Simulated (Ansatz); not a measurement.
Crystal: Os, fcc type, 1 atom in the cell.

Theory: r²SCAN, plane waves, PAW datasets (generated hard set) (Ansatz 0.2.0 development build).

Cutoff 700 eV; k-mesh 15×15×15 Γ-centred; Fermi–Dirac smearing of 0.1 eV; no spin polarisation; no spin–orbit coupling.

The fit to the energies gives V₀ = 14.067 Å³/atom (a₀ = 3.832 Å), B₀ = 418 GPa, B₀′ = 4.76.

Q: What pressure does the program print at V = 13.628 Å³/atom, and how far above the lowest computed point (V = 14.058 Å³/atom) does the energy lie?

A: 14.32 GPa and 19.05 meV/atom. All points:

```
V (Å³/atom)   a (Å)  E − E(min) (meV/atom)  P (GPa)
     13.197  3.7513                  79.33    31.05
     13.628  3.7916                  19.05    14.32
     14.058  3.8311                   0.00     0.28
     14.488  3.8698                  15.52   -11.49
     14.919  3.9078                  60.02   -21.35
```

The stress includes the program's correction for the finite plane-wave basis.

This cubic structure is a model: it isn't the usual form of the substance at ambient conditions, and such phases are metastable or hypothetical. The k-mesh is modest, so these values aren't fully converged in k. Potentials made with PBE were used with another functional.
